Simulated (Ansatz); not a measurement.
# BaTe (Fm-3m): converging a phonon calculation

Wanted: convergence of the phonons of BaTe (Fm-3m) against cost.

Program: Ansatz 0.2.0. Level of theory: DFT PBE, scalar-relativistic, plane waves, PAW; PAW set soft_1. Results are calculated unless marked as measured.

Report form: the programs' logs are mostly left out.

The database entry behind the starting cell differs from later determinations by our own check (about 2.5 % short), so it need not match the best structure at ambient conditions.

In doubt: the program warns that the response may not be converged on this k-mesh (steps 8, 9, 10), which bears on the force constants and all frequencies.

**1. Set-up**

Symmetry: Fm-3m, No. 225, cubic system. The conventional cell has a = 7.066 Å, b = 7.066 Å, c = 7.066 Å, α = 90.00°, β = 90.00°, γ = 90.00°. Nearest to Ba lie 6 Te at 3.53 Å. Nearest to Te lie 6 Ba at 3.53 Å. Farther neighbours and most contacts between anions are not listed.

**2. Tight relaxation**

Phonons need a cell at rest on their own settings, so the relaxation is repeated with tight tolerances on forces and stress, using the mesh and the filling of the phonon run that follows.

File input.yaml:

```yaml
crystal:
  lattice:
    - [0.0, 3.5329077256, 3.5329077256]
    - [3.5329077256, 0.0, 3.5329077256]
    - [3.5329077256, 3.5329077256, 0.0]
  atoms:
    - { symbol: Ba, position: [0.0, 0.0, 0.0] }
    - { symbol: Te, position: [0.5, 0.5, 0.5] }
kpoints:
  mp_grid: { grid: [8, 8, 8] }
hamiltonian:
  xc: pbe
  pseudopotentials: { kind: paw, azcp: { folder: soft_1 } }
scf:
  occupations: { method: fixed }
output:
  forces: true
  stress: true
  eigenvalues: true
relax:
  adjacent_minimum: "off"
  f_tol: 0.001
  max_steps: 60
  cell: { stress_tol: 0.01 }
```

The run is started by

```sh
> ansatz run input.yaml --threads 4 --pin off --max-ram 10240MiB --backend cpu --events-out ev --progress --plain --runs-dir out
```

The job ended after 2.9 s (4 threads of Arm Neoverse V1, shared host; peak memory 0.4 GiB).

Little changed from the start: no atom moved by 0.005 Å and no cell edge by 0.1 %.

This step gave:

```
pressure           : -9.06e-4 GPa
gap on the k-mesh  : 1.655 eV
volume per atom    : 44.08 Å³
direct gap on mesh : 2.009 eV
```

The forces vanish by symmetry and the pressure is -0.001 GPa, within the tolerances set. The cell now holds 44.08 Å³/atom.

**3. Response at finite wavevector**

Stability and thermal properties need the whole zone. Linear response on a 4×4×4 q mesh gives force constants as far as a supercell of that size would, and the tensors from the zone-centre run are typed in so that the long-range dipole term is interpolated apart.

File input.yaml:

```yaml
crystal:
  lattice:
    - [0.0, 3.5323852131, 3.5323852131]
    - [3.5323852131, 0.0, 3.5323852131]
    - [3.5323852131, 3.5323852131, 0.0]
  atoms:
    - { symbol: Ba, position: [0.0, 0.0, 0.0] }
    - { symbol: Te, position: [0.5, 0.5, 0.5] }
kpoints:
  mp_grid: { grid: [8, 8, 8] }
hamiltonian:
  xc: pbe
  pseudopotentials: { kind: paw, azcp: { folder: soft_1 } }
scf:
  occupations: { method: fixed }
output:
  eigenvalues: true
phonons:
  method: dfpt
  qmesh: [4, 4, 4]
  temperatures: { t_max: 1000, t_step: 50 }
  qpath:
    path:
      - [[0.0, 0.0, 0.0], [0.5, 0.0, 0.5], [0.625, 0.25, 0.625]]
      - [[0.375, 0.375, 0.75], [0.0, 0.0, 0.0], [0.5, 0.5, 0.5], [0.5, 0.25, 0.75], [0.5, 0.0, 0.5]]
    npoints: 10
  non_analytic_term:
    high_frequency_dielectric_tensor: [[5.902, 0.0, 0.0], [0.0, 5.902, 0.0], [0.0, 0.0, 5.902]]
    born_effective_charges:
      - { species: Ba, tensor: [[2.5826, 0.0, 0.0], [0.0, 2.5826, 0.0], [0.0, 0.0, 2.5826]] }
      - { species: Te, tensor: [[-2.5826, 0.0, 0.0], [0.0, -2.5826, 0.0], [0.0, 0.0, -2.5826]] }
    source: "zone-centre run at this cell"
```

Run time: 3.1 min. Hardware: 4 threads; peak memory 1.9 GiB.

Numbers from this step:

```yaml
sum_rule_residual_before_enforcement: 9.97e-5 eV/Å²
lowest_frequency_on_the_path: 0 cm⁻¹
point_group: m-3m
highest_frequency_on_the_path_or_at_a_solved_wavevector: 131.7 cm⁻¹
mean_frequency: 75.7 cm⁻¹
debye_temperature_second_moment: 146 K
logarithmic_mean_frequency: 71.9 cm⁻¹
highest_optical_mode_at_the_zone_centre_no_lo_to_term: 88.29 cm⁻¹
lowest_optical_zone_centre_mode: 88.29 cm⁻¹
lowest_mode_on_the_q_mesh_acoustic_modes_at_gamma_apart: 29.96 cm⁻¹
zero_point_energy_per_atom: 14.07 meV
heat_capacity_at_300_k: 24.65 J/(mol atoms K)
vibrational_entropy_at_300_k: 51.65 J/(mol atoms K)
```

Frequencies (cm⁻¹) solved at each irreducible wavevector; negative means imaginary. Frequencies by wavevector, by row:

```csv
q in reciprocal lattice units,star,mode 1,mode 2,mode 3,mode 4,mode 5,mode 6
0 0 0,1,0,0,0,88.3,88.3,88.3
0 0 0.25,8,40.9,40.9,57.8,85.6,85.6,126.1
0 0 -0.5,4,66,66,75.5,75.5,95.3,109.9
0 0.25 0.25,6,30,30,72.7,90.3,90.3,105.3
0 0.25 -0.5,24,51.6,62,70.9,85.7,91.6,101.1
0 0.25 -0.25,12,45.5,65,75.8,84.2,92.6,104.2
0 -0.5 -0.5,3,41,41,64.8,91,91,95
0.25 -0.5 -0.25,6,55.4,55.4,80.1,81.6,93.7,93.7
```

Interpolated from a 4×4×4 q mesh, with the LO-TO term (at Γ the limit along the path; where Γ stands inside the path, tables give the limit on arrival). Phonon branches along the path, in cm⁻¹:

```csv
point,branch 1,branch 2,branch 3,branch 4,branch 5,branch 6
Γ,0,0,0,88,88,132
halfway,30,30,73,90,90,105
X,41,41,65,91,91,95
halfway,45,50,64,90,93,95
U,54,60,68,86,94,97
jump to K,54,60,68,86,94,97
halfway,36,53,69,80,92,117
Γ,0,0,0,88,88,132
halfway,41,41,58,86,86,126
L,66,66,75,75,95,110
halfway,61,61,80,80,94,100
W,55,55,80,82,94,94
halfway,46,58,63,91,92,95
X,41,41,65,91,91,95
```

Symmetry leaves 8 wavevectors to solve. The lowest mode among them, the acoustic zeros apart, lies at q = (0, 0.25, 0.25) and is real, 30.0 cm⁻¹.

**4. Another q mesh, q mesh 2×2×2**

The q mesh is changed to 2×2×2, to see how far the force constants must reach.

input.yaml: that of step 3 with these lines changed.

```diff
@@ -19,3 +19,3 @@
   method: dfpt
-  qmesh: [4, 4, 4]
+  qmesh: [2, 2, 2]
   temperatures: { t_max: 1000, t_step: 50 }
```

Wall time 33 s (4 threads); peak memory 0.9 GiB.

This step gave:

| Property | Result |
| --- | --- |
| logarithmic mean frequency | 72.3 cm⁻¹ |
| lowest mode on the q mesh (acoustic modes at Γ apart) | 41.01 cm⁻¹ |
| zero-point energy per atom | 14.08 meV |
| vibrational entropy at 300 K | 51.51 J/(mol atoms K) |

Frequencies (cm⁻¹) solved at each irreducible wavevector; negative means imaginary. Frequencies by wavevector, by row:

```csv
q in reciprocal lattice units,star,mode 1,mode 2,mode 3,mode 4,mode 5,mode 6
0 0 0,1,0,0,0,88.3,88.3,88.3
0 0 -0.5,4,66,66,75.5,75.5,95.3,109.9
0 -0.5 -0.5,3,41,41,64.8,91,91,95
```

Interpolated from a 2×2×2 q mesh, with the LO-TO term (at Γ the limit along the path; where Γ stands inside the path, tables give the limit on arrival). Phonon branches along the path, in cm⁻¹:

```csv
point,branch 1,branch 2,branch 3,branch 4,branch 5,branch 6
Γ,0,0,0,88,88,132
halfway,36,36,71,92,92,106
X,41,41,65,91,91,95
halfway,43,50,64,90,92,95
U,49,61,67,86,92,96
jump to K,49,61,67,86,92,96
halfway,42,54,69,76,94,116
Γ,0,0,0,88,88,132
halfway,42,42,60,84,84,125
L,66,66,75,75,95,110
halfway,59,60,80,80,92,101
W,56,56,75,76,95,95
halfway,47,55,63,88,93,96
X,41,41,65,91,91,95
```

The mean frequency is 75.7 cm⁻¹, +0.0 cm⁻¹ against the base run.

On this path the spectrum ends at 132 cm⁻¹ (at Γ). No branch goes imaginary on this path.

**5. Another q mesh, k-mesh 9×9×9, q mesh 3×3×3**

The q mesh is changed to 3×3×3, to see how far the force constants must reach; the k mesh is 9×9×9, against 8×8×8 in the base run, so that the q mesh divides it.

input.yaml: that of step 4 with these lines changed.

```diff
@@ -9,3 +9,3 @@
 kpoints:
-  mp_grid: { grid: [8, 8, 8] }
+  mp_grid: { grid: [9, 9, 9] }
 hamiltonian:
@@ -19,3 +19,3 @@
   method: dfpt
-  qmesh: [2, 2, 2]
+  qmesh: [3, 3, 3]
   temperatures: { t_max: 1000, t_step: 50 }
```

The job ended after 1.9 min (4 threads; peak memory 1.6 GiB).

The mean frequency is 75.6 cm⁻¹, -0.1 cm⁻¹ against the base run, whose k mesh differs too.

**6. Another q mesh, k-mesh 12×12×12, q mesh 6×6×6**

The q mesh is changed to 6×6×6, to see how far the force constants must reach; the k mesh is 12×12×12, against 8×8×8 in the base run, so that the q mesh divides it.

input.yaml: that of step 5 with these lines changed.

```diff
@@ -9,3 +9,3 @@
 kpoints:
-  mp_grid: { grid: [9, 9, 9] }
+  mp_grid: { grid: [12, 12, 12] }
 hamiltonian:
@@ -19,3 +19,3 @@
   method: dfpt
-  qmesh: [3, 3, 3]
+  qmesh: [6, 6, 6]
   temperatures: { t_max: 1000, t_step: 50 }
```

Run time: 31 min. Hardware: 4 threads; peak memory 5.5 GiB; 2 h of CPU time.

Frequencies (cm⁻¹) solved at each irreducible wavevector; negative means imaginary. Frequencies by wavevector, by row:

```csv
q in reciprocal lattice units,star,mode 1,mode 2,mode 3,mode 4,mode 5,mode 6
0 0 0,1,0,0,0,88.3,88.3,88.3
0 0 0.1667,8,28.2,28.2,39.5,87.4,87.4,129.3
0 0 0.3333,8,52,52,74.3,82.7,82.7,121.2
0 0 -0.5,4,66,66,75.5,75.5,95.3,109.9
0 0.1667 0.1667,6,21.8,21.8,53.1,89.5,89.5,119.6
0 0.1667 0.3333,24,38.8,44,74.8,84.1,88.3,112.9
0 0.1667 -0.5,24,57.5,65.4,74.3,82,91.8,105.5
0 0.1667 -0.3333,24,50.7,65.3,75.7,86.2,87.5,107.9
0 0.1667 -0.1667,12,32,48.6,63.4,82.9,90.8,120.1
0 0.3333 0.3333,6,36,36,85.6,88.1,90.8,90.8
0 0.3333 -0.5,24,46.3,53.6,68.3,88.6,93,96.3
0 0.3333 -0.3333,12,56,60,80.7,81.3,94,95.5
0 -0.5 -0.5,3,41,41,64.8,91,91,95
0.1667 0.3333 -0.5,24,44.5,59.9,74.4,87.9,92.2,99.5
0.1667 0.3333 -0.3333,24,58.1,58.5,80.6,81,93.7,96
0.1667 -0.5 -0.3333,12,49.2,60.5,66,89.7,92.6,94.5
```

The mean frequency is 75.7 cm⁻¹, +0.0 cm⁻¹ against the base run, whose k mesh differs too.

**7. Comparing the runs**

Times are for 4 threads of Arm Neoverse V1, shared host. The runs compared:

```csv
no.,q mesh,k-mesh,mean frequency (cm⁻¹),zero-point energy per atom (meV),lowest frequency on the path (cm⁻¹),time,memory (GiB)
1,2×2×2,8×8×8,75.7,14.08,0,33 s,0.90
2,3×3×3,9×9×9,75.6,14.06,0,1.9 min,1.6
3,6×6×6,12×12×12,75.7,14.07,0,31 min,5.5
```

The runs together. Table of phonon density of states by wavenumber; read off at these points; values in 1/cm⁻¹/cell:

```csv
wavenumber (cm⁻¹),"2×2×2, 8×8×8","3×3×3, 9×9×9","6×6×6, 12×12×12"
1.0,1.0e-5,1.0e-5,1.0e-5
5.0,1.2e-4,2.3e-4,1.6e-4
9.0,3.7e-4,0.00131,8.5e-4
15.0,0.00164,0.00399,0.00274
19.0,0.00283,0.00587,0.00463
23.0,0.00458,0.00862,0.00711
27.0,0.00681,0.0117,0.0109
33.0,0.0125,0.0185,0.0187
37.0,0.0185,0.0246,0.0268
41.0,0.0394,0.0385,0.0434
45.0,0.0588,0.0517,0.0529
51.0,0.0715,0.0608,0.0625
55.0,0.0908,0.0772,0.0773
59.0,0.102,0.0941,0.0842
61.0,0.113,0.0901,0.0895
63.0,0.0944,0.0925,0.0915
69.0,0.0364,0.0267,0.0271
73.0,0.0923,0.0488,0.0459
75.0,0.103,0.106,0.102
77.0,0.0799,0.124,0.121
81.0,0.0827,0.0714,0.0784
87.0,0.113,0.132,0.139
91.0,0.168,0.180,0.166
93.0,0.213,0.237,0.189
95.0,0.116,0.0936,0.131
99.0,0.0408,0.0376,0.0387
105.0,0.0293,0.0279,0.0284
109.0,0.0278,0.0263,0.0266
113.0,0.0203,0.0197,0.0199
117.0,0.0163,0.0165,0.0161
123.0,0.0114,0.0121,0.0117
127.0,0.00797,0.0089,0.0088
131.0,0.00149,0.00174,0.00217
```

The runs together, line C_V. C_V against temperature; values in J/mol-atom/K:

```csv
temperature (K),"2×2×2, 8×8×8","3×3×3, 9×9×9","6×6×6, 12×12×12"
0,0,0,0
50,16.9,16.9,16.9
100,22.5,22.5,22.5
150,23.8,23.8,23.8
200,24.3,24.3,24.3
250,24.5,24.5,24.5
300,24.6,24.6,24.6
350,24.7,24.7,24.7
400,24.8,24.8,24.8
450,24.8,24.8,24.8
500,24.8,24.8,24.8
550,24.9,24.9,24.9
600,24.9,24.9,24.9
650,24.9,24.9,24.9
700,24.9,24.9,24.9
750,24.9,24.9,24.9
800,24.9,24.9,24.9
850,24.9,24.9,24.9
900,24.9,24.9,24.9
950,24.9,24.9,24.9
1000,24.9,24.9,24.9
```

**8. Another k mesh, k-mesh 2×2×2, q mesh 2×2×2**

The k mesh is changed to 2×2×2 on a small fixed q mesh, to find the coarsest that serves.

input.yaml, the sections that differ from step 6:

```yaml
kpoints:
  mp_grid: { grid: [2, 2, 2] }
phonons:
  method: dfpt
  dielectric: true
  rigid_motions: translations
  qmesh: [2, 2, 2]
  temperatures: { t_max: 1000, t_step: 50 }
  qpath:
    path:
      - [[0.0, 0.0, 0.0], [0.5, 0.0, 0.5], [0.625, 0.25, 0.625]]
      - [[0.375, 0.375, 0.75], [0.0, 0.0, 0.0], [0.5, 0.5, 0.5], [0.5, 0.25, 0.75], [0.5, 0.0, 0.5]]
    npoints: 10
# crystal, hamiltonian, scf, output: as in step 6
```

Run time: 12 s. Hardware: 4 threads; peak memory 0.75 GiB; 42 s of CPU time.

The run finished; it serves as a test, and its numbers are not taken as the result.

**9. Another k mesh, k-mesh 4×4×4, q mesh 2×2×2**

The k mesh is changed to 4×4×4 on a small fixed q mesh, to find the coarsest that serves.

input.yaml: that of step 8 with these lines changed.

```diff
@@ -9,3 +9,3 @@
 kpoints:
-  mp_grid: { grid: [2, 2, 2] }
+  mp_grid: { grid: [4, 4, 4] }
 hamiltonian:
```

It took 19 s on 4 threads; peak memory 0.57 GiB.

The run finished; it serves as a test, and its numbers are not taken as the result.

**10. Another k mesh, k-mesh 6×6×6, q mesh 2×2×2**

The k mesh is changed to 6×6×6 on a small fixed q mesh, to find the coarsest that serves.

input.yaml: that of step 9 with these lines changed.

```diff
@@ -9,3 +9,3 @@
 kpoints:
-  mp_grid: { grid: [4, 4, 4] }
+  mp_grid: { grid: [6, 6, 6] }
 hamiltonian:
```

Run time: 31 s. Hardware: 4 threads; peak memory 0.67 GiB; 1.9 min of CPU time.

The highest optical mode at the zone centre (no LO-TO term) is 88.1 cm⁻¹, -0.2 cm⁻¹ against the base run.

The log warns of the k mesh: “the force constants stand on the 6×6×6 k-mesh, whose period is 12.74 times the interband length at k = (0.0000, 0.0000, 0.0000), direct gap 2.870 eV, under 14: take them and everything formed from them as unconverged”.

**11. Another k mesh, q mesh 2×2×2**

The k mesh is changed to 8×8×8 on a small fixed q mesh, to find the coarsest that serves.

input.yaml: that of step 10 with these lines changed.

```diff
@@ -9,3 +9,3 @@
 kpoints:
-  mp_grid: { grid: [6, 6, 6] }
+  mp_grid: { grid: [8, 8, 8] }
 hamiltonian:
```

It took 54 s on 4 threads; peak memory 0.91 GiB; 3.4 min of CPU time.

The highest optical mode at the zone centre (no LO-TO term) is 88.3 cm⁻¹, +0.0 cm⁻¹ against the base run.

**12. Another k mesh, k-mesh 12×12×12, q mesh 2×2×2**

The k mesh is changed to 12×12×12 on a small fixed q mesh, to find the coarsest that serves.

input.yaml: that of step 11 with these lines changed.

```diff
@@ -9,3 +9,3 @@
 kpoints:
-  mp_grid: { grid: [8, 8, 8] }
+  mp_grid: { grid: [12, 12, 12] }
 hamiltonian:
```

Run time: 2.4 min. Hardware: 4 threads; peak memory 1.9 GiB.

Frequencies (cm⁻¹) solved at each irreducible wavevector; negative means imaginary. Frequencies by wavevector, by row:

```csv
q in reciprocal lattice units,star,mode 1,mode 2,mode 3,mode 4,mode 5,mode 6
0 0 0,1,0,0,0,88.3,88.3,88.3
0 0 -0.5,4,66,66,75.5,75.5,95.3,109.9
0 -0.5 -0.5,3,41,41,64.8,91,91,95
```

The highest optical mode at the zone centre (no LO-TO term) is 88.3 cm⁻¹, +0.0 cm⁻¹ against the base run.

**13. Comparing the runs**

Times are for 4 threads of Arm Neoverse V1, shared host. The runs compared:

```csv
no.,k-mesh,lowest mode on the q mesh (acoustic modes at Γ apart) (cm⁻¹),highest frequency on the path or at a solved wavevector (cm⁻¹),time,memory (GiB)
1,6×6×6,40.94,131.5,31 s,0.67
2,8×8×8,41.01,131.7,54 s,0.91
3,12×12×12,41.02,131.7,2.4 min,1.9
```

(Continued in part 2 of 2.)

[Logs are printed without paths, hosts, clocks, repeated set-up lines and the standing remarks that a program may print on its own settings, such as how far it seeks lower states.]

[Hosts, paths, dates, database ids (printed as entryN), source tags and the programs' standing remarks are cut or masked in the printed files.]
